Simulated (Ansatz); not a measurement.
Input and command of a plane-wave DFT calculation in Ansatz:

```yaml
crystal:
  lattice:
    - [4.8926114005, 0.0, 0.0]
    - [-2.4463057002, 4.2371257637, 0.0]
    - [0.0, 0.0, 6.16142057]
  atoms:
    - { symbol: Sc, position: [0.0, 0.0, 0.0] }
    - { symbol: Sc, position: [0.0, 0.0, 0.5] }
    - { symbol: Sc, position: [0.3333333333, 0.6666666667, 0.75] }
    - { symbol: Sc, position: [0.6666666667, 0.3333333333, 0.25] }
    - { symbol: Al, position: [0.3333333333, 0.6666666667, 0.25] }
    - { symbol: Al, position: [0.6666666667, 0.3333333333, 0.75] }
basis:
  ecutwfc: 500
kpoints:
  mp_grid: { grid: [6, 6, 4] }
hamiltonian:
  xc: r2scan
scf:
  occupations: { method: gaussian, width: 0.1 }
output:
  forces: true
  stress: true
  eigenvalues: true
```

```bash
ansatz run input.yaml --threads 1 --pin off --max-ram 2560MiB --backend cpu --events-out ev --progress --plain --runs-dir out
```

Processor: Intel(R) Xeon(R) Platinum 8259CL CPU @ 2.50GHz (Skylake/Cascade Lake), 1 thread, on a host shared with other jobs.

**Question.** Estimate time, memory and problem size.

**Answer.** About 20 s on 1 thread of Intel(R) Xeon(R) Platinum 8259CL CPU @ 2.50GHz (Skylake/Cascade Lake) (shared host), peak memory 0.71 GiB. It solves 31 bands at 21 k points (the mesh reduced by the symmetry that the task leaves, which can be less than the crystal's) with about 3221 plane waves, in 8 SCF iterations.
